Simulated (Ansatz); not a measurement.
# Ag: response to strain

Ag is deformed so: zz strain of -3 %. What stress and forces result, by LAPW, PAW and all-electron datasets made for the crystal?

Method: DFT PBE, scalar-relativistic, in Ansatz 0.2.0.

## 1. Starting point

It takes space group Fm-3m (No. 225, cubic). The conventional cell has a = 4.086 Å, b = 4.086 Å, c = 4.086 Å, α = 90.00°, β = 90.00°, γ = 90.00°. Ag (site symmetry m-3m) has 12 Ag at 2.89 Å as nearest neighbours.

Structure file:

```
Ag
1.0
     0.00000    2.04310    2.04310
     2.04310    0.00000    2.04310
     2.04310    2.04310    0.00000
Ag
1
Cartesian
  0.0000 0.0000 0.0000
```

## 2. After the deformation

Space group Fm-3m before, I4/mmm after.

## 3. Full-potential LAPW

File input.yaml:

```yaml
crystal:
  lattice:
    - [0.0, 2.0431, 1.981807]
    - [2.0431, 0.0, 1.981807]
    - [2.0431, 2.0431, 0.0]
  atoms:
    - { symbol: Ag, position: [0.0, 0.0, 0.0] }
kpoints:
  mp_grid: { grid: [15, 15, 15] }
  band_path:
    path:
      - [0.0, 0.0, 0.0]
      - [0.0, 0.5, 0.5]
      - [0.25, 0.75, 0.5]
      - [0.0, 0.5, 0.0]
      - [0.0, 0.0, 0.0]
      - [0.5, 0.5, 0.0]
      - [0.3828515251, 0.6171484749, 0.0]
      - [-0.3828515251, 0.3828515251, 0.0]
      - [0.0, 0.0, 0.0]
    npoints: 5
scf:
  occupations: { method: fermi_dirac, width: 0.05 }
hamiltonian:
  xc: pbe
  pseudopotentials: { kind: all_electron, lapw: { basis_error: 0.001 } }
output:
  forces: true
  stress: true
  eigenvalues: true
```

Started as:

```console
$ ansatz run input.yaml --threads 1 --pin off --max-ram 3072MiB --backend cpu --events-out ev --progress --plain --runs-dir out
```

## 4. PAW with frozen cores

File input.yaml:

```yaml
crystal:
  lattice:
    - [0.0, 2.0431, 1.981807]
    - [2.0431, 0.0, 1.981807]
    - [2.0431, 2.0431, 0.0]
  atoms:
    - { symbol: Ag, position: [0.0, 0.0, 0.0] }
kpoints:
  mp_grid: { grid: [15, 15, 15] }
scf:
  occupations: { method: fermi_dirac, width: 0.05 }
hamiltonian:
  xc: pbe
  pseudopotentials: { kind: paw }
output:
  forces: true
  stress: true
  eigenvalues: true
  efg: { contact_densities: true }
  write_density: true
  write_potential: true
  elf: true
  volumetric_format: npy
```

## 5. All-electron PAW on datasets made for the crystal

input.yaml, as its differences from that of step 4:

```diff
@@ -13,3 +13,3 @@
   xc: pbe
-  pseudopotentials: { kind: paw }
+  pseudopotentials: { kind: all_electron, datasets: crystal }
 output:
@@ -19,5 +19 @@
   efg: { contact_densities: true }
-  write_density: true
-  write_potential: true
-  elf: true
-  volumetric_format: npy
```

(Steps that only read results are left out.)

**Question.** What will these runs give? Wanted: pressure; largest shear or deviatoric stress.

The runs gave:

```
                                 quantity                                           value
                                 pressure  LAPW 8.46, PAW 8.49, crystal datasets 8.46 GPa
largest shear or deviatoric stress (LAPW)                                        0.27 GPa
```

The largest part of the stress beyond the pressure is 0.27 GPa in size, in the zz component. No run of the undeformed cell stands beside it, so the pressure holds what the given cell had before the change. PAW: stress within 0.03 GPa of LAPW. Crystal datasets: stress within 0.01 GPa of LAPW.
